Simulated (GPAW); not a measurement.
The system is BAs.

```xyz
2
Lattice="0.0000 2.3885 2.3885 2.3885 0.0000 2.3885 2.3885 2.3885 0.0000" Properties=species:S:1:pos:R:3 pbc="T T T"
As    1.1943    1.1943    1.1943
B     0.0000    0.0000    0.0000
```

Base run:

```yaml
Program: GPAW 26.7.0
Functional: PBE
Potentials_or_basis: SG15 ONCV 1.2
Cutoff: 1100 eV
Basis: pw
k_mesh: 8 × 8 × 8
Occupations: fermi-dirac, width 0.05 eV
Spin: no spin polarisation
```

Its results: band gap on the k mesh 1.21 eV, indirect (least direct gap 3.29 eV).

Question: The run is repeated on the same cell with these changes: potentials or basis from SG15 ONCV 1.2 to GPAW PAW data sets (gpaw-data 1.2.1); basis from pw to lcao:dzp. What comes out?

Answer: Band gap on the k mesh 1.27 eV, indirect (least direct gap 3.44 eV).

Caveats: the basis of atomic orbitals isn't converged, which shifts pressures, moduli and gaps (some runs).

Not every run made on this cell is shown here.
